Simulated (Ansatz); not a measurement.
## InP: equation of state with PBE-EpsX

Crystal: InP.

```
In P
1.0
     0.00000    2.93050    2.93050
     2.93050    0.00000    2.93050
     2.93050    2.93050    0.00000
In P
1 1
Direct
  0.00000 0.00000 0.00000
  0.75000 0.75000 0.75000
```

```yaml
Program: Ansatz 0.2.0
Task: equation of state
Functional: PBE-EpsX
Potentials_or_basis: Ansatz PAW
Cutoff: 420 eV
Density_cutoff: 1680 eV
k_mesh: 4 × 4 × 4
Occupations: fermi-dirac, width 0.05 eV
Spin: no spin polarisation
```

| Quantity | Value |
| --- | --- |
| Equilibrium volume | 24.36 Å³/atom (rough: see the caveat) |
| Bulk modulus | 112 GPa (rough) |

Energy against volume, from the lowest point:
| volume (Å³/atom) | energy (meV/atom) |
| --- | --- |
| 23.657 | 6.72 |
| 24.160 | 0.00 |
| 24.663 | 0.95 |
| 25.167 | 8.96 |
| 25.670 | 23.80 |
| 26.173 | 45.25 |
| 26.677 | 73.57 |

All runs of the series together: 67 s on 2 threads of Intel(R) Xeon(R) 6975P-C (Granite Rapids) (shared host).

Caveat: the k mesh is coarse (spacing up to 0.46 Å⁻¹), so the values aren't converged, least of all with exact exchange; the fit is doubtful: noisy points or a state that changes with volume; the fit of the energies and the printed pressures disagree; the PAW data sets were made with another functional, which shifts forces and pressure a little.
